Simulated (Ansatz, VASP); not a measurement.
**Cross-check of Si27C26 (V_C) between VASP and Ansatz**

Aim: how closely do two programs agree when they are given the same cell, functional and k mesh? The cell is taken from a series of runs on this material, whose earlier steps may have relaxed, scaled, displaced or heated it; both programs get it as it stands.

Method: plane waves, with VASP 6.6.1 beside it; single point at r2SCAN, in Ansatz 0.2.0.

## Step 1: Starting point

The cell holds 53 atoms: 27 Si and 26 C. Its edges and angles: a = 9.242 Å, b = 9.242 Å, c = 9.242 Å, α = 60.0°, β = 60.0°, γ = 60.0°. It derives from SiC (SiC (F-43m)). Nearest the centre at fractional (0.417, 0.417, 0.417): Si14 at 1.68 Å, Si23 at 1.73 Å, Si15 at 1.75 Å, Si17 at 1.75 Å, C32 at 3.04 Å, C49 at 3.04 Å, C39 at 3.06 Å, C42 at 3.06 Å. The cell carries charge −2.

Coordinates:

```xyz
53
Lattice="0.0000 6.5348 6.5348 6.5348 0.0000 6.5348 6.5348 6.5348 0.0000" Properties=species:S:1:pos:R:3 pbc="T T T"
Si    0.0022    0.0064    0.0070
Si    8.7179    8.7178   13.0684
Si    4.3613    4.3556    0.0070
Si    8.7179   13.0678    8.7184
Si    4.3692    8.7165    8.7171
Si    6.5308    4.3554    2.2052
Si    4.3613    0.0064    4.3562
Si    6.5308    2.2046    4.3560
Si    8.7181   10.8848   10.8854
Si   13.0682    8.7172    8.7178
Si    2.1861    4.3663    2.1842
Si    4.3600    6.5384    2.2032
Si    2.1861    2.1836    4.3669
Si    4.3924    4.5203    4.5210
Si    6.5129    6.4202    4.4572
Si    4.3600    2.2026    6.5390
Si    6.5129    4.4566    6.4208
Si    8.7140    6.5426    6.5432
Si    0.0025    4.3559    4.3565
Si    8.7118    6.5463   10.8830
Si    4.3603    8.6944    4.3573
Si    8.7118   10.8824    6.5469
Si    4.3517    6.3956    6.3962
Si    6.5296    8.6863    6.5353
Si    4.3603    4.3567    8.6950
Si    6.5296    6.5347    8.6869
Si    8.7111    8.7129    8.7135
C     1.0936    1.0939    1.0945
C     3.2720    3.2691    1.0955
C     5.4488    5.4494    1.0983
C     3.2720    1.0949    3.2697
C     5.4350    3.2953    3.2959
C     7.6487    5.4396    3.2581
C     5.4488    1.0977    5.4500
C     7.6487    3.2575    5.4402
C     9.8096    5.4474    5.4480
C     1.0956    3.2698    3.2704
C     3.2540    5.4606    3.2637
C     5.4607    7.6149    3.2830
C     3.2540    3.2631    5.4612
C     7.6428    7.6317    5.4491
C     5.4607    3.2824    7.6155
C     7.6428    5.4485    7.6323
C     9.8157    7.6300    7.6306
C     1.0883    5.4489    5.4495
C     3.2450    7.6431    5.4374
C     5.4479    9.7992    5.4474
C     3.2450    5.4368    7.6437
C     5.4271    7.5959    7.5965
C     7.6068    9.7953    7.6306
C     5.4479    5.4468    9.7998
C     7.6068    7.6300    9.7959
C     9.8167    9.7978    9.7984
```

## Step 2: Ansatz: single point, r2SCAN

Ansatz runs on its default PAW (the set named soft_2) files.

With cell and atoms fixed, the geometry can't cause a difference; cores, projectors, grids and the points listed under the comparison can.

The input, input.yaml:

```yaml
crystal:
  checkpoint: "../qm2_M2.relax.run"
  host: checkpoint
total_charge: -2
basis:
  ecutwfc: 500
  xc_grid: 2
hamiltonian:
  xc: r2scan
kpoints:
  mp_grid: { grid: [2, 2, 2], shift: [0.5, 0.5, 0.5] }
magnetization:
  spin_polarized: true
  initial_magnetization: 2
  spin_locking: { lock_magnetization: hard }
scf:
  occupations: { method: fixed }
  max_iter: 100
output:
  forces: true
  eigenvalues: true
  charged_corrections:
    epsilon: 7.01
    static_epsilon: 10.34
    defect_position: [0.416667, 0.416667, 0.416667]
  eigenstates: { localisation: true }
  populations: true
  efg: {}
  band_densities: [{ bands: [v1, v1] }, { bands: [c1, c1] }]
  write_density: true
  write_potential: true
  volumetric_format: npy
  elf: true
checkpoint:
  read: "../qm2_M2.relax.run"
  write: "../qm2_M2.point.run"
  compress: false
  write_wavefunctions: false
  write_every: 100000
```

Command:

```bash
$ ansatz run input.yaml --threads 4 --pin off --max-ram 7536MiB --backend cpu --events-out ev --progress --plain --runs-dir out
```

Numbers of over 12 decimals in the logs are rounded to 6 here.

The program printed:

```text
Warning: at least one further symmetry operation maps every atom of the structure, as the run holds it, onto an atom to within 3.88e-5 (fractional), and is not used: no operation is sought that the atoms, as the run holds them, miss by more than 2.00e-5, twice crystal.symmetry.tolerance (1.0e-5). The run uses 1 unitary operations. The run imposes no operation that its atoms and lattice do not hold. Figures that only  [...]
Warning: This run holds its total moment fixed (magnetization.spin_locking.lock_magnetization: hard) and mixes its density by anderson or broyden (scf.mixing.algorithm, typed or taken by auto). Slabs with a fixed moment have converged under broyden above another state at the same moment, at the default mixing steps and at smaller ones, and under scf.lower_state_search: standard, light or off a state that such a mixer [...]
crystal.checkpoint: the structure is that of <dir>, a `relax` run, at its step 13: its result, under r2scan at a charge of -2 e; 53 atoms read, 0 with a starting moment; crystal.structure_sha256 for this input is
Engine: ansatz 0.2.0, aarch64-unknown-linux-gnu
Pseudopotentials: kind: paw
Pseudopotential: Si, paw, valence charge 4, recommended cutoff 500 eV (meta_gga), Si.paw.azcp
Pseudopotential: C, paw, valence charge 4, recommended cutoff 500 eV (meta_gga), C.paw.azcp
Functional definition: r2SCAN
  parameter k0 = 0.174
  parameter k1 = 0.065
  parameter a1 = 4.9479
  exchange = r2scan_x(k0 = k0, k1 = k1, a1 = a1)
  correlation = r2scan_c
Crystal: 53 atoms, lattice volume = 558.130 Å³
Basis set: ecut = 500 eV, 14163 PW (Γ), exchange–correlation on 144×144×144 points (8 copies of the dense FFT grid, shifted against one another)
Bands: 161, of which v1, the nominal top of the filled ones, is band 107 counted from 1 (106 counted from 0)
Symmetry: 1 space group operations
Space group: P1 (ITA 1), of the structure as read, at distance tolerance 8.2e-5 Å
Magnetic group: BNS 1.1 (UNI 1), of the structure as read, at distance tolerance 8.2e-5 Å
k-points: 4 of 8 (time reversal used)
Non-local potential: Si, projectors of the file, l = 0: 2, l = 1: 2, l = 2: 2
Non-local potential: C, projectors of the file, l = 0: 2, l = 1: 2, l = 2: 1
PAW form: soft (Blöchl's): semilocal exchange-correlation on the pseudo side does not see the compensation charge
PAW frozen core: Si, regenerated for the run's functional (the file was generated under x = pbe(κ = 0.804, μ = 0.219515), c = pbe(β = 0.066725))
PAW frozen core: C, regenerated for the run's functional (the file was generated under x = pbe(κ = 0.804, μ = 0.219515), c = pbe(β = 0.066725))
PAW one-centre angular grid: Si, 302 points (default); XC on 160 Gauss nodes
PAW one-centre angular grid: C, 302 points (default); XC on 239 of its mesh's 2573 points in the sphere
Initial density: read from a saved state, or passed on in memory by an earlier SCF of this step, an earlier step, the calling program or the single point that the run made first
Stability of the state it starts from, as read at its close in the collinear treatment: not read, because the mixer in use, unlike msr1, does not test its closes by its own steps (another_mixer); its run was given moments
Starting moments: Σ|m| = 2 μB on 53 of 53 sites; this step starts from the density that it was given
Initial wavefunctions: those read from a saved state, or passed on in memory by an earlier step or the calling program
Functional: x = r2scan, c = r2scan; τ floored in thin density (d = 2e-4 eV/Å³)
SCF iter   1: F=—  HF=-23786.595344 eV  |F-HF|=—  |Δ(HF+E_count)|=         —  Δρ=3.66e-7 (↑3.66e-7 ↓3.44e-7)  dr2=2.36e-9  dr2_τ=1.00e-11  dr2_m=1.68e-11  M=2.000 μB ∫|m|=2.097 μB  β_m=1.20  ethr=3.49e-12  ⟨swp⟩=3.5  Hψ=3037  notcnv=0
preconditioner: auto → Resta (q_TF=auto, 2.325 Å⁻¹)  ε∞=4.3  [insulator: Δε(μ)=0.114 eV  Ē_g=12.594 eV  n_scr=112 (ndim 8)  ℏωp=23.0 eV  f_vac=0.000  ε∞_Penn≈4.3]
[...]
--- Charged-cell corrections in eV (Makov–Payne, q = -2.000 e, ε = 7.010 of the electrons, 10.340 with the ions) ---
  F (periodic)     = -23786.595344  (uncorrected; the corrections below are reported, never added to it)
  E_corr1          = +1.441202  (monopole, q²α_M/2εL)
  F Makov-Payne    = n/a  (the rows are of the electrons' constant alone; ansatz place-levels tells what screens the charge)
  no potential alignment in this run, which stands beside a crystal: run the host's input off ansatz write-host-input, and read the two finished runs by ansatz place-levels (neither reads a slab, a wire or a sheet, whose cell leaves a vacuum)
--- Band table (eV; the first three rows and the last of 8) ---
  k-point 0 ↑: bands = [... 103 lower, 8.9436, 8.9630, 10.8901, 11.2694, 11.3722, 11.9083, 11.9855, 12.2385, ... 50 higher]
  k-point 1 ↑: bands = [... 103 lower, 8.6214, 8.8642, 10.3347, 10.9033, 11.1020, 11.4864, 12.6267, 12.7901, ... 50 higher]
  k-point 2 ↑: bands = [... 103 lower, 8.6214, 8.8642, 10.3348, 10.9036, 11.1017, 11.4863, 12.6266, 12.7901, ... 50 higher]
  k-point 3 ↓: bands = [... 103 lower, 8.6633, 8.8906, 10.5557, 11.3605, 12.1267, 12.2013, 12.8804, 12.9303, ... 50 higher]
--- Löwdin populations: 53 sites ---
  site symbol       q [e]    m [muB]
     0     Si      2.9251     0.0024
     1      C      5.0387    -0.0001
     2     Si      2.9182     0.0066
     3      C      5.0381     0.0015
     4     Si      2.9248     0.0027
     5      C      5.0357    -0.0000
     6     Si      2.9181     0.0066
     7      C      5.0381     0.0015
     8     Si      2.9442     0.0412
     9      C      5.0090     0.0620
    10     Si      2.9246     0.0015
    11      C      5.0255     0.0376
    12     Si      2.9248     0.0027
    13      C      5.0357    -0.0000
    14     Si      2.9247     0.0015
    15      C      5.0255     0.0376
    16     Si      2.9201     0.0022
    17      C      5.0353     0.0010
    18     Si      2.9318     0.0269
    19      C      5.0381     0.0016
    20     Si      2.9231     0.0155
    21      C      5.0292     0.0328
    22     Si      2.9233     0.0006
    23      C      5.0127     0.0661
[...]
45     Si      2.9267     0.0016
    46      C      5.0407     0.0035
    47     Si      2.9229     0.0009
    48      C      5.0360     0.0003
    49     Si      2.9266     0.0016
    50      C      5.0407     0.0035
    51     Si      2.9288     0.0034
    52      C      5.0415     0.0019
  spilling = 0.011103 (of n_electrons = 214.000000)
--- Band densities, each state counted as filled ---
  window                                       electrons  max residual (eV)  cut levels
  bands: [v1, v1]                    1.000000 + 1.000000             6.6e-6           0
  bands: [c1, c1]                    1.000000 + 1.000000             1.3e-5           0
```

## Step 3: VASP: single point, r2SCAN

The same cell, functional and mesh now go to VASP, with its own data sets.

Lines of VASP's logs that name or quote its potential files are left out, and so is its time.

The input, INCAR:

```
SYSTEM = Si27C26
PREC = Accurate
ENCUT = 580
EDIFF = 1E-06
NELM = 200
ISMEAR = 0
SIGMA = 0.01
LREAL = Auto
ALGO = Normal
METAGGA = R2SCAN
LASPH = .TRUE.
NELECT = 214
NBANDS = 144
ISPIN = 2
MAGMOM = 0 0 0 0 0.01 0 0 0 0 0.01 0.01 0 0.01 0.07 0.07 0 0.07 0 0 0 0 0 0.07 0 0 0 0 -0 0 -0 0 0.04 0.03 -0 0.03 0 0 0.02 0.05 0.02 0.02 0.05 0.02 0 0 0.03 -0 0.03 0.04 0 -0 0 0
LORBIT = 11
LWAVE = .FALSE.
LCHARG = .FALSE.
ISIF = 2
ISYM = 0
NUPDOWN = 2
GGA_COMPAT = .FALSE.
LMIXTAU = .TRUE.
KPAR = 4
```

The input, POSCAR:

```
Si27C26
1.0
    0.0000000000      6.5348422423      6.5348422423
    6.5348422423      0.0000000000      6.5348422423
    6.5348422423      6.5348422423      0.0000000000
Si C
27 26
Direct
    0.0008604350      0.0002167524      0.0001245653
    0.9998889337      0.9999114569      0.3341564130
    0.0001044798      0.0009673000      0.6664188063
    0.9998889337      0.3342486001      0.9998192698
    0.9995976912      0.3343431116      0.3342509245
    0.0022805652      0.3351746632      0.6642078874
    0.0001044798      0.6665109934      0.0008751130
    0.0022805652      0.6643000745      0.3350824761
    0.9986497525      0.6670916147      0.6669994276
    0.3341093200      0.9999360144      0.9998438272
    0.3339363480      0.0003010114      0.3342256527
    0.3352480434      0.0019032995      0.6652965078
    0.3339363480      0.3343178397      0.0002088243
    0.3556979257      0.3361247012      0.3360325142
    0.3339424924      0.3481242388      0.6485190311
    0.3352480434      0.6653886949      0.0018111125
    0.3339424924      0.6486112182      0.3480320517
    0.3344961843      0.6667802004      0.6666880133
    0.6664182585      0.0002365953      0.0001444083
    0.6669994541      0.9983788871      0.3347535576
    0.6650025428      0.0017737743      0.6654659106
    0.6669994541      0.3348457446      0.9982867000
    0.6457820138      0.3330097375      0.3329175504
    0.6650548453      0.3350140439      0.6641763457
    0.6650025428      0.6655580978      0.0016815873
    0.6650548453      0.6642685328      0.3349218568
    0.6668291422      0.6665555249      0.6664633378
    0.0837709786      0.0837211597      0.0836289726
    0.0835970444      0.0840468788      0.4166614032
    0.0840724056      0.0839893724      0.7498228429
    0.0835970444      0.4167535902      0.0839546917
    0.0884626150      0.4158907930      0.4157986059
    0.0802576554      0.4183148764      0.7521396376
    0.0840724056      0.7499150300      0.0838971853
    0.0802576554      0.7522318247      0.4182226893
    0.0830782006      0.7506061210      0.7505139340
    0.4165790698      0.0838715850      0.0837793979
    0.4185472840      0.0808793031      0.4170633906
    0.4160162767      0.0863728265      0.7492574892
    0.4185472840      0.4171555777      0.0807871161
    0.4160793570      0.4177777447      0.7517747672
    0.4160162767      0.7493496762      0.0862806394
    0.4160793570      0.7518669543      0.4176855576
    0.4166003165      0.7510745472      0.7509823602
    0.7505983488      0.0833166629      0.0832244758
    0.7525367157      0.0795226506      0.4170495140
    0.7497327692      0.0838675594      0.7497999393
    0.7525367157      0.4171417010      0.0794304636
    0.7471734655      0.4152925414      0.4152003544
    0.7512838668      0.4163907764      0.7476526687
    0.7497327692      0.7498921264      0.0837753723
    0.7512838668      0.7477448558      0.4162985893
    0.7482570220      0.7511503175      0.7510581304
```

The input, KPOINTS:

```
Points of the shifted mesh
8
Reciprocal
 0.2500000000  0.2500000000  0.2500000000 1
 0.2500000000  0.2500000000  0.7500000000 1
 0.2500000000  0.7500000000  0.2500000000 1
 0.2500000000  0.7500000000  0.7500000000 1
 0.7500000000  0.2500000000  0.2500000000 1
 0.7500000000  0.2500000000  0.7500000000 1
 0.7500000000  0.7500000000  0.2500000000 1
 0.7500000000  0.7500000000  0.7500000000 1
```

PAW data sets: Si and C (PBE family, release 64).

Command:

```bash
$ mpirun -np 8 vasp_std
```

The program printed:

```text
[banner, memory and clock lines left out]
running    8 mpi-ranks, on    1 nodes
[...]
|                                                                             |
|           W    W    AA    RRRRR   N    N  II  N    N   GGGG   !!!           |
|           W    W   A  A   R    R  NN   N  II  NN   N  G    G  !!!           |
|           W    W  A    A  R    R  N N  N  II  N N  N  G       !!!           |
|           W WW W  AAAAAA  RRRRR   N  N N  II  N  N N  G  GGG   !            |
|           WW  WW  A    A  R   R   N   NN  II  N   NN  G    G                |
|           W    W  A    A  R    R  N    N  II  N    N   GGGG   !!!           |
|                                                                             |
|     For optimal performance we recommend to set                             |
|       NCORE = 2 up to number-of-cores-per-socket                            |
|     NCORE specifies how many cores store one orbital (NPAR=cpu/NCORE).      |
|     This setting can greatly improve the performance of VASP for DFT.       |
[...]
DAV:   5    -0.566409565020E+03   -0.46872E-01   -0.46812E-01  5560   0.161E+00BRMIX: very serious problems
 the old and the new charge density differ
 old charge density:   212.00000 new  214.00000
BRMIX: very serious problems
 the old and the new charge density differ
 old charge density:   212.00000 new  214.00000
BRMIX: very serious problems
 the old and the new charge density differ
 old charge density:   212.00000 new  214.00000
BRMIX: very serious problems
 the old and the new charge density differ
 old charge density:   212.00000 new  214.00000
    0.467E+01
DAV:   6    -0.505905227536E+03    0.60504E+02   -0.15093E+02  5280   0.243E+01    0.265E+01
DAV:   7    -0.480591315929E+03    0.25314E+02   -0.11083E+01  5200   0.840E+00    0.111E+01
DAV:   8    -0.483408710786E+03   -0.28174E+01   -0.13286E+01  5352   0.894E+00    0.598E+00
DAV:   9    -0.485824393628E+03   -0.24157E+01   -0.27707E+00  5032   0.504E+00    0.263E+00
[...]
DAV:  17    -0.486831235633E+03   -0.94245E-04   -0.66292E-05  5096   0.262E-02    0.382E-02
DAV:  18    -0.486831267927E+03   -0.32294E-04   -0.24893E-05  5160   0.159E-02    0.240E-02
DAV:  19    -0.486831268415E+03   -0.48849E-06   -0.87767E-06  4992   0.778E-03
   1 F= -.48683127E+03 E0= -.48683127E+03  d E =-.345168E-13  mag=     2.0000
```

From OUTCAR (step 3):

```text
  FREE ENERGIE OF THE ION-ELECTRON SYSTEM (eV)
  ---------------------------------------------------
  free  energy   TOTEN  =      -486.8312684153 eV

  energy  without entropy=     -486.8312684153  energy(sigma->0) =     -486.83126842

 magnetization (x)
# of ion       s       p       d       tot
------------------------------------------
    1        0.000   0.000   0.000   0.000
    2        0.001   0.004   0.000   0.005
    3        0.000   0.001   0.000   0.001
    4        0.001   0.004   0.000   0.005
    5        0.005   0.014   0.000   0.019
    6        0.001  -0.000   0.000   0.001
    7        0.000   0.001   0.000   0.001
    8        0.001  -0.000   0.000   0.001
    9       -0.000   0.000   0.000  -0.000
   10        0.004   0.012   0.000   0.016
   11        0.002   0.005   0.000   0.007
   12        0.001  -0.000   0.000   0.001
   13        0.002   0.005   0.000   0.007
[...]
--------------------------------------------------
tot          0.247   0.613   0.000   0.860
```

SCAN-type functionals tend to overstate the moments of itinerant magnets.

## Step 4: Side by side

Known differences besides the potentials themselves: VASP starts from the moments at which Ansatz ended; VASP keeps PBE cores, Ansatz makes them for the functional; fixed occupations in Ansatz, narrow Gaussian smearing in VASP; the cutoff is 500 eV in Ansatz and 580 eV in VASP (PREC = Accurate, projectors in real space); site moments are counted in spheres of each program's own size. Total energies have different zeros and are not compared.

Compared:

| quantity | Ansatz | VASP | difference |
| --- | --- | --- | --- |
| total moment, fixed by the input (μB) | 2.00 | 2.00 | 0.00 |
| moment on Si15 (μB) | 0.07 | 0.12 | -0.04 |
| moment on Si17 (μB) | 0.07 | 0.12 | -0.04 |
| moment on Si23 (μB) | 0.07 | 0.11 | -0.04 |
| moment on Si14 (μB) | 0.07 | 0.11 | -0.04 |
| moment on C42 (μB) | 0.05 | 0.05 | 0.00 |
| moment on C39 (μB) | 0.05 | 0.05 | 0.00 |

At this near-relaxed geometry the largest component of a force difference is 6 meV/Å. The cell carries a charge of -2 e against a uniform background, so its pressure also hangs on how the neutralising background is counted, and in a defect's cell a gap may be the spacing between its levels.

## Step 5: What came out

```yaml
difference_in_moment_on_si15_single_point_r2scan: -0.042 μB
```

**Reading.** The difference in moment on Si15 is -0.042 μB (single point, r2SCAN). How closely two codes agree says nothing of how well the functional describes the real material.

[Lines on the potential files, build, host, timing and source positions are cut from VASP's logs without a mark.]

[Logs are printed without paths, hosts, clocks, repeated set-up lines and the standing remarks that a program may print on its own settings, such as how far it seeks lower states.]

[Hosts, paths, dates, database ids (printed as entryN), source tags and the programs' standing remarks are cut or masked in the printed files.]
